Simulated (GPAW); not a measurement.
Sb:

```xyz
2
Lattice="2.1542 1.2437 3.7580 -2.1542 1.2437 3.7580 0.0000 -2.4875 3.7580" Properties=species:S:1:pos:R:3 pbc="T T T"
Sb    0.0000    0.0000    8.6416
Sb    0.0000    0.0000    2.6324
```

```yaml
Program: GPAW 26.7.0
Task: relaxation of cell and atoms
Functional: PBEsol
Dispersion: D3(BJ)+ATM
Potentials_or_basis: PAW data sets generated in the run's folder for this functional
Cutoff: 600 eV
Basis: pw
k_mesh: 6 × 6 × 6
Occupations: fermi-dirac, width 0.05 eV
Spin: no spin polarisation
```

At the start: pressure -2.4 GPa; volume 30.21 Å³/atom.

Question: How do energy, volume and symmetry change on relaxing?

Answer: Over 10 steps the energy falls by 14.2 meV/atom and the volume is 28.51 Å³/atom (-5.6 %); space group R-3m (No. 166, to 0.05 Å).

Step by step:
```tsv
step	energy change (eV)	largest force (eV/Å)	pressure (GPa)	volume (Å³)
1	0.0000	0.0049	-2.39	60.41
2	-0.0076	0.0469	-1.88	59.83
3	-0.0204	0.2171	0.10	57.73
4	-0.0217	0.1953	0.12	57.61
5	-0.0274	0.0079	0.12	56.92
6	-0.0276	0.0173	0.01	57.00
7	-0.0278	0.0273	-0.10	57.08
8	-0.0281	0.0293	-0.17	57.12
9	-0.0283	0.0168	-0.12	57.07
10	-0.0284	0.0036	-0.03	57.01
```

Final structure:
```cif
data_structure
_symmetry_space_group_name_H-M 'P 1'
_symmetry_Int_Tables_number 1
_cell_length_a 4.3815
_cell_length_b 4.3815
_cell_length_c 4.3815
_cell_angle_alpha 58.191
_cell_angle_beta 58.191
_cell_angle_gamma 58.191
_cell_volume 57.01
loop_
_atom_site_label
_atom_site_type_symbol
_atom_site_fract_x
_atom_site_fract_y
_atom_site_fract_z
_atom_site_occupancy
Sb1 Sb 0.76369 0.76369 0.76369 1
Sb2 Sb 0.23631 0.23631 0.23631 1
```

Caveat: later steps reuse the first step's grids; pairwise dispersion overbinds metals, which lowers pressure and volume.
